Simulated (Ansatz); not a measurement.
Consider ZnTe in the zinc blende structure (space group F-43m, No. 216).

ZnTe is taken in the cubic space group F-43m (No. 216), the zinc blende structure, Pearson symbol cF8. Lattice parameters: a = b = c = 6.115 Å, α = β = γ = 90.00°. Te on 4c has 4 Zn at 2.648 Å (tetrahedral). Zn on 4a is surrounded by 4 Te at 2.648 Å (tetrahedral). (Neighbours: up to the widest gap in distance over summed covalent radii, below 1.35, at either atom; cation-cation and far metal-metal contacts left out.)
(The calculation used a cell of 2 atoms; values per cell refer to that cell.)

Computed with r2SCAN (Ansatz, a first-principles code; PAW; 500 eV plane waves; scalar-relativistic without spin-orbit coupling), earlier PAW set.

One change was made to it. Results:

The smallest direct gap goes up by 1.72 eV (1.78 eV → 3.50 eV); the gap character becomes indirect, Γ → Γ–X (87 % along) (base: direct at Γ); the lattice parameter a shrinks by 0.590 Å to 5.525 Å.

Task: Which of these changes matches the shifts?
A) pressure 15 GPa
B) pressure 100 GPa
C) pressure 30 GPa

Result: C, pressure 30 GPa. For comparison, the gap character in the other runs: pressure 15 GPa gives indirect, Γ → Γ–X (86 % along); pressure 100 GPa gives indirect, Γ → a point along ⟨100⟩, about 1.1 Å⁻¹ from Γ.

Spin-orbit coupling, missing from the scalar runs, can matter with Te. Load acts through the strain it causes; cell and atoms are relaxed under it. Stability against distortions was not tested. Measured, ZnTe leaves this structure (for cinnabar) near 9.5 GPa (temperature not stated; as listed in Datta, Sujoy, Jana, Debnarayan, arXiv (2020)), on rising pressure, with hysteresis.
